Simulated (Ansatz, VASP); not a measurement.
**One calculation of PbSe, two programs**

```
Pb Se
1.0
     0.00000    3.07843    3.07843
     3.07843    0.00000    3.07843
     3.07843    3.07843    0.00000
Pb Se
1 1
Direct
  0.50000 0.50000 0.50000
  0.00000 0.00000 0.00000
```

Alike in both runs: task single point; functional BLYP; dispersion D3(BJ); k mesh 6 × 6 × 6; occupations gaussian, width 0.05 eV; no spin polarisation.

```csv
,VASP,Ansatz
version,VASP 6.6.1,Ansatz 0.2.0
potentials or method,"VASP PAW PBE potentials, release 64 (Pb_d, Se)","scalar-relativistic, plane waves, PAW"
plane-wave cutoff (eV),520,420
valence electrons in the cell,20,30
```

```csv
,VASP,Ansatz,Ansatz less VASP
gap on the k mesh at the Fermi level (eV),0.45,0.46,+0.016
least direct gap on the mesh (eV),0.45,0.46,+0.016
pressure (GPa),0.2,0.0,-0.17
dispersion energy (meV/atom),-850.3,-850.4,-0.10
```

The two sets of potentials don't hold the same shells in valence.

Caveats: the PAW data sets were made with another functional, which shifts forces and pressure a little (VASP); spin-orbit coupling is left out, which as a rule narrows the gap of such compounds by several tenths of an eV.
